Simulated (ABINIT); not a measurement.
CdSe:

```
Cd Se
1.0
     0.00000    2.87396    2.87396
     2.87396    0.00000    2.87396
     2.87396    2.87396    0.00000
Cd Se
1 1
Cartesian
  0.0000 0.0000 0.0000
  2.8740 2.8740 2.8740
```

Measurements of this composition are mostly on another form, of space group No. 186.

```yaml
Program: ABINIT 10.8.3 (patched build)
Task: single point
Functional: PBE
Potentials_or_basis: JTH PAW PBE v2.0
Cutoff: 599 eV
k_mesh: 8 × 8 × 8
Occupations: fermi-dirac, width 0.05 eV
Spin: no spin polarisation
```

On this cell: pressure -0.3 GPa; largest force zero by symmetry; band gap on the k mesh none (metal or under the smearing width).

The same run follows on a disturbed copy (atoms moved at random, drawn with an rms of 0.05 Å):

```xyz
2
Lattice="0.0000 2.8740 2.8740 2.8740 0.0000 2.8740 2.8740 2.8740 0.0000" Properties=species:S:1:pos:R:3 pbc="T T T"
Cd    0.0412   -0.0040   -0.0327
Se    2.8531    2.8085    2.8768
```

Problem. What does the disturbed cell give?

Solution. The energy (extrapolated to zero smearing) moves by +2.3 meV/atom; pressure -0.1 GPa; largest force 0.099 eV/Å; band gap on the k mesh none (metal or under the smearing width).

Forces on the atoms (eV/Å):
```
Cd  -0.066 -0.065  0.036
Se   0.066  0.065 -0.036
```

Stress tensor (GPa, compression positive):
```
-0.05 -0.03  0.02
-0.03 -0.05  0.02
 0.02  0.02 -0.24
```
